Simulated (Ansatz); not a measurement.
A plane-wave DFT run in Ansatz 0.2.0 (scalar-relativistic PAW potentials unless the input names others): input and command.

```yaml
crystal:
  lattice:
    - [3.675983853, 0.0, 0.0]
    - [-1.8379919265, 3.1834954006, 0.0]
    - [0.0, 0.0, 5.9008039499]
  atoms:
    - { symbol: Sn, position: [0.0, 0.0, 0.0] }
    - { symbol: S, position: [0.6666666667, 0.3333333333, 0.2505843966] }
    - { symbol: S, position: [0.3333333333, 0.6666666667, 0.7494156034] }
basis:
  ecutwfc: 420
kpoints:
  mp_grid: { grid: [12, 12, 6] }
hamiltonian:
  xc: pbe
  dispersion: d3bj
scf:
  occupations: { method: fixed }
  NELM: 0.3
  max_iter: 80
output:
  forces: true
  eigenvalues: true
  stress: true
```

```bash
ansatz run input.yaml --threads 1 --pin off --max-ram 3072MiB --backend cpu --events-out ev --progress --plain --runs-dir out
```

Question: Will this input run?

Answer: The program refuses it, because of a keyword of another program (scf.NELM: not typed → 0.3). Without that key it is accepted.

Abridged log:
```
Error: YAML parse error: error: line 19 column 3: unknown field `NELM`, expected one of max_iter, algorithm, n_extra_bands, self_checks, convergence, lower_state_search, omitted_lower_state_checks, lower_solution_reach, mixing, occupations, eigensolver, initial_density, exx
  --> <input>:19:3
   |
17 | scf:
18 |   occupations: { method: fixed }
19 |   NELM: 0.3
   |   ^ unknown field `NELM`, expected one of max_iter, algorithm, n_extra_bands, self_checks, convergence, lower_state_search, omitted_lower_state_checks, lower_solution_reach, mixing, occupations, eigensolver, initial_density, exx
20 |   max_iter: 80
21 | output:
   |
```